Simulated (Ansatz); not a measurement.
NaI, 2 atoms in the cell. It takes space group Fm-3m (No. 225, cubic). The conventional cell has a = 6.473 Å, b = 6.473 Å, c = 6.473 Å, α = 90.00°, β = 90.00°, γ = 90.00°. I (site symmetry m-3m) is surrounded by 6 Na at 3.24 Å. Na (site symmetry m-3m) is surrounded by 6 I at 3.24 Å. 

* Program: Ansatz 0.2.0
* Task: single point
* Functional: PBE0
* Potentials or basis: all-electron PAW datasets made for the crystal
* Cutoff: 290 eV (chosen from the basis error)
* k mesh: 6 × 6 × 6
* Occupations: fermi-dirac, width 0.05 eV
* Spin: no spin polarisation

Potentials or basis: all-electron PAW datasets made for the crystal.

Command:

```console
$ ansatz run input.yaml --threads 2 --pin off --max-ram 8192MiB --backend cpu --events-out ev --progress --plain --runs-dir out
```

Hardware: 2 threads of Arm Neoverse V2, with other jobs on the host.

Estimate the wall time of this run.

It took 84 s on 2 threads of Arm Neoverse V2, with other jobs on the host, peak memory 0.95 GiB. Counts: scf iterations 12, plane waves 749, k points 16, bands 17.
